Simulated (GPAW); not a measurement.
**Al in GPAW: convergence with plane-wave cutoff (eV)**

Input of the first run (plane-wave cutoff (eV) 200); the others differ in this setting and in those tied to it:

Contents of run.py:

```python
from ase.dft.bandgap import bandgap
from ase.io import read, write
from ase.units import GPa
from gpaw import GPAW, PW

atoms = read('Al.xyz')

calc = GPAW(mode=PW(200),
            xc='PBE',
            kpts={'size': (12, 12, 12), 'gamma': True},
            occupations={'name': 'fermi-dirac', 'width': 0.05},
            nbands=7,
            convergence={'density': 1e-05, 'energy': 1e-05},
            maxiter=100,
            txt='gpaw.txt')
atoms.calc = calc
energy = atoms.get_potential_energy()
forces = atoms.get_forces()
stress = atoms.get_stress()
calc.write('gs.gpw')
write('result.traj', atoms)
print(f'Energy: {energy:.6f} eV')
print('Forces (eV/A):')
print(forces.round(4))
print('Stress (GPa):', (stress / GPa).round(3))
print('Fermi level:', round(calc.get_fermi_level(), 4), 'eV')
print(f'Gap: {bandgap(calc)[0]:.4f} eV, direct: {bandgap(calc, direct=True)[0]:.4f} eV')
```

Contents of Al.xyz:

```xyz
1
Lattice="-1.5912186900 1.5912186900 1.5912186900 1.5912186900 -1.5912186900 1.5912186900 1.5912186900 1.5912186900 -1.5912186900" Properties=species:S:1:pos:R:3 pbc="T T T"
Al     0.0000000000      0.0000000000      0.0000000000
```

Potentials or basis: GPAW PAW data sets (gpaw-data 1.2.1), pw.

Command:

```sh
$ OMP_NUM_THREADS=1 python run.py
```

This isn't the form of Al at room conditions, which is fcc.

Hardware: 1 thread of Arm Neoverse V1 (shared host).

Question: The values tried are 200, 250, 300, 350, 400, 500, 600, 800, 1000, loosest first. From which on does the energy stay within 1 meV/atom of the tightest run that finished?

Answer: From 400 on.

```
plane-wave cutoff (eV)  energy less the tightest run, at zero smearing (meV/atom)  pressure (GPa)  SCF cycles  CPU time (s)  peak memory (GiB)
                   200                                                       4.52            3.94           8           3.8               0.11
                   250                                                       2.50            3.95           8             4               0.11
                   300                                                       1.52            3.97           8           4.2               0.12
                   350                                                       1.06            3.98           8           4.3               0.12
                   400                                                       0.80            3.98           8           4.9               0.12
                   500                                                       0.44            3.99           8           5.3               0.12
                   600                                                       0.27            3.99           8           5.6               0.13
                   800                                                       0.06            3.99           8           8.7               0.14
                  1000                                                       0.00            3.99           8            12               0.15
```

Against the tightest run, the pressure stays within 0.1 GPa from 200 on. The tightest run that finished is the yardstick and may itself not be fully converged.
